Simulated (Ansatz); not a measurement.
# Ideal shear of a crystal plane in WSe2

Level of theory: DFT PBE, scalar-relativistic, plane waves, PAW (Ansatz 0.2.0). The runs took a 420 eV cutoff, a Γ-centred 9×9×2 mesh and Gaussian smearing (0.05 eV). Spin–orbit coupling is left out, which matters for the heavy elements here. No spin polarisation. Energies are free energies at this smearing, counted from the undisturbed cell; pressure is positive in compression.

Reference structure (relaxed at this level):

```
CELL_PARAMETERS angstrom
-3.32069 0.00000 0.00000
-1.66035 -2.87581 0.00000
0.00000 0.00000 15.25733
ATOMIC_POSITIONS crystal
W 0.33333 0.33333 0.05500
W 0.66667 0.66667 0.55500
Se 0.33333 0.33333 0.44502
Se 0.66667 0.66667 0.94502
Se 0.33333 0.33333 0.66498
Se 0.66667 0.66667 0.16498
```

The cell holds layers and no dispersion correction was added, so their binding is poorly described.

The cut lies on the cell's a–b face, a (0 0 1) plane (indices in the standard cell, whose axes needn't be the Cartesian ones shown) of area 9.55 Å², between layers 1.68 Å apart. Vector c is tilted by f times 1·a + 0·b (length 3.321 Å) with the atoms' Cartesian places fixed: one unrelaxed fault a cell. The traction is dγ/du, the slope of γ against the slip u in Å. Some rows repeat others by symmetry and weren't run.

| f | γ (mJ/m²) | traction (GPa) |
| --- | --- | --- |
| 0.0000 | 0 | 0.0 |
| 0.1000 | 782 | 46.5 |
| 0.2000 | 2952 | 79.3 |
| 0.3000 | 5434 | 67.6 |
| 0.4000 | 7394 | 45.9 |
| 0.5000 | 8207 | 0.0 |
| 0.6000 | 7394 | -45.9 |
| 0.7000 | 5434 | -67.6 |
| 0.8000 | 2952 | -79.3 |
| 0.9000 | 782 | -46.5 |

Question: Read off the first barrier and the stress needed to climb it, and compare with Frenkel's sinusoid.

Answer: The first sampled maximum lies at f = 0.500, a slip of 1.66 Å, with γ ≈ 8207 mJ/m², which stands in for the unstable fault energy γ_us, and the steepest sampled slope before it is 79.3 GPa. A sinusoid γ = γ_us sin²(πu/λ) with its maximum there has λ = 3.32 Å and a largest slope πγ_us/λ = 77.6 GPa (1 mJ/m² per Å = 0.01 GPa). The stand-in is too high: the stress and forces give a traction of 146.1 GPa across the line at this point, so it is no saddle, and slip that bends off the line crosses lower.

Question: Is there a metastable fault on this line?

Answer: Apart from points where γ returns to about zero, no local minimum shows among the samples, so at this sampling the line offers no fault for a dislocation to split on; a fault can still lie off the line.

The cut is rigid; relaxing the faces lowers these energies and usually the stresses.

The gap closes along the scan, which can put kinks into the curve.

Cost: 6 runs of about 5.1 core-minutes in all, on Intel Xeon Processor @ 2.70GHz (shared hosts).